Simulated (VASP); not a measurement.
BeSe, 2 atoms in the cell. It takes space group F-43m (No. 216, cubic). The conventional cell has a = 5.070 Å, b = 5.070 Å, c = 5.070 Å, α = 90.00°, β = 90.00°, γ = 90.00°. Around Be (site symmetry -43m) lie 4 Se at 2.20 Å. Se (site symmetry -43m) is surrounded by 4 Be at 2.20 Å. 

```yaml
Program: VASP 6.6.1
Task: single point
Functional: LDA
Potentials_or_basis: VASP PAW LDA potentials, release 64 (Be, Se)
Cutoff: 520 eV
k_mesh: 7 × 7 × 7
Occupations: gaussian, width 0.01 eV
Spin: no spin polarisation
Dipole_correction: no
Further_INCAR_settings: ALGO = Fast; EDIFF = 1e-06; NBANDS = 11
```

Potentials or basis: VASP PAW LDA potentials, release 64 (Be, Se).

The run is started by

```console
$ cat potpaw_LDA.64/Be/POTCAR potpaw_LDA.64/Se/POTCAR > POTCAR
$ mpirun -np 1 vasp_std > vasp.out
```

Hardware: 1 thread of AMD EPYC 9R45 (Zen 5), with other jobs on the host.

Problem. How long does it take, and how much memory?

Solution. Wall time 5.7 s on 1 thread of AMD EPYC 9R45 (Zen 5) (shared host), peak memory 0.1 GiB. Counts: scf iterations 12, k points 20.
